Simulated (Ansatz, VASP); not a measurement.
## C in VASP and in Ansatz

```xyz
2
Lattice="0.0000 1.7834 1.7834 1.7834 0.0000 1.7834 1.7834 1.7834 0.0000" Properties=species:S:1:pos:R:3 pbc="T T T"
C     1.6420    1.6420    1.9834
C     2.6751    2.6751    2.6751
```

Alike in both runs: task single point; functional PBE; k mesh 12 × 12 × 12; occupations gaussian, width 0.05 eV; no spin polarisation.

|  | VASP | Ansatz |
| --- | --- | --- |
| version | VASP 6.6.1 | Ansatz 0.2.0 |
| potentials or method | VASP PAW PBE potentials, release 64 (C) | scalar-relativistic, plane waves, PAW |
| plane-wave cutoff (eV) | 520 | 420 |
| valence electrons in the cell | 8 | 8 |

```tsv
	VASP	Ansatz	Ansatz less VASP
gap on the k mesh at the Fermi level (eV)	none	none	-
rms of the force components (eV/Å)	8.968	8.934	-0.0341
```

Atom by atom the forces differ by 0.034 eV/Å (rms over components). A gap of «none» marks a metal or a gap that the smearing closes.

Caveats: forces of over 1 eV/Å show positions far from the minimum, so gaps and moduli don't describe the material at rest.
